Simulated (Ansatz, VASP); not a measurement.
# Two plane-wave programs on ZrS

Contents of INCAR:

```
PREC = Accurate
ENCUT = 520
EDIFF = 1E-7
ISMEAR = 0
SIGMA = 0.15
LREAL = F
LASPH = T
NELM = 80
ALGO = Fast
ISIF = 2
LWAVE = F
LCHARG = F
GGA = PS
NBANDS = 16
```

Contents of KPOINTS:

```
Automatic mesh
0
Gamma
  16 16 16
```

The input POSCAR:

```
ZrS
1.0
    0.0000000000      2.7234375000      2.7234375000
    2.6250000000      0.0984375000      2.6250000000
    2.6250000000      2.6250000000      0.0984375000
Zr S
1 1
Direct
    0.0000000000      0.0000000000      0.0000000000
    0.5000000000      0.5000000000      0.5000000000
```

Input for Ansatz:

```yaml
crystal:
  lattice:
    - [0.0, 2.7234375, 2.7234375]
    - [2.625, 0.0984375, 2.625]
    - [2.625, 2.625, 0.0984375]
  atoms:
    - { symbol: Zr, position: [0.0, 0.0, 0.0] }
    - { symbol: S, position: [0.5, 0.5, 0.5] }
basis:
  ecutwfc: 420
kpoints:
  mp_grid: { grid: [16, 16, 16] }
hamiltonian:
  xc: pbesol
scf:
  occupations: { method: gaussian, width: 0.15 }
output:
  forces: true
  stress: true
  eigenvalues: true
```

Change from the starting cell: strain +0.0750 x Voigt [0, 0, 0, 1, 0, 0], atoms carried along.

Alike in both runs: task single point; functional PBEsol; k mesh 16 × 16 × 16; occupations gaussian, width 0.15 eV; no spin polarisation.

```csv
,VASP,Ansatz
version,VASP 6.6.1,Ansatz 0.2.0
potentials or method,"VASP PAW PBE potentials, release 64 (Zr_sv, S)","scalar-relativistic, plane waves, PAW"
plane-wave cutoff (eV),520,420
valence electrons in the cell,18,18
```

```tsv
	VASP	Ansatz	Ansatz less VASP
gap on the k mesh at the Fermi level (eV)	none	none	-
pressure (GPa)	-6.0	-6.2	-0.19
largest component of the traceless stress (GPa)	1.93	1.97	+0.041
```

A gap of «none» marks a metal or a gap that the smearing closes.

Caveats: the PAW data sets were made with another functional, which shifts forces and pressure a little (VASP).
